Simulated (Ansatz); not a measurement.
## SiNi3 under changes of volume

One of the cells (11.109 Å³/atom); the others are scaled copies at fixed shape and fractional positions:

```xyz
4
Lattice="3.5420 0.0000 0.0000 0.0000 3.5420 0.0000 0.0000 0.0000 3.5420" Properties=species:S:1:pos:R:3 pbc="T T T"
Ni    1.7710    1.7710    0.0000
Ni    1.7710    0.0000    1.7710
Ni    0.0000    1.7710    1.7710
Si    0.0000    0.0000    0.0000
```

| Quantity | Value |
| --- | --- |
| Program | Ansatz 0.2.0 |
| Functional | PBEsol |
| Potentials or basis | all-electron LAPW, scalar-relativistic |
| Cutoff | 283 eV (chosen from the basis error) |
| Basis error allowed | 0.002 eV/atom |
| k mesh | 8 × 8 × 8 |
| Occupations | fermi-dirac, width 0.05 eV |
| Spin | collinear spin, ferromagnetic start |
| Starting moments | [1.0, 1.0, 1.0, 0.0] μB |

| volume (Å³/atom) | energy over the lowest point (meV/atom) | pressure (GPa) |
| --- | --- | --- |
| 10.443 | 0.00 | -1.8 |
| 10.665 | 5.80 | -6.4 |
| 10.887 | 17.65 | -10.5 |
| 11.109 | ? | ? |
| 11.331 | 56.77 | -17.3 |
| 11.554 | 82.86 | -20.2 |
| 11.776 | 112.62 | -22.6 |

What does the run at 11.109 Å³/atom give?

Energy over the lowest point 34.85 meV/atom; pressure -14.1 GPa.

Worked out: A Birch-Murnaghan fit of order 3 (a polynomial in V^(-2/3)) to the other rows has its minimum at 10.36 Å³/atom, just outside them, with B0 = V·E''(V) = 241 GPa and B' = 4.8. It gives 34.84 meV/atom at 11.109 Å³/atom, against the run's 34.85, and -dE/dV = -14.2 GPa, against -14.1.

Energies are extrapolated to zero smearing.

Caveats: the starting moments weren't kept.
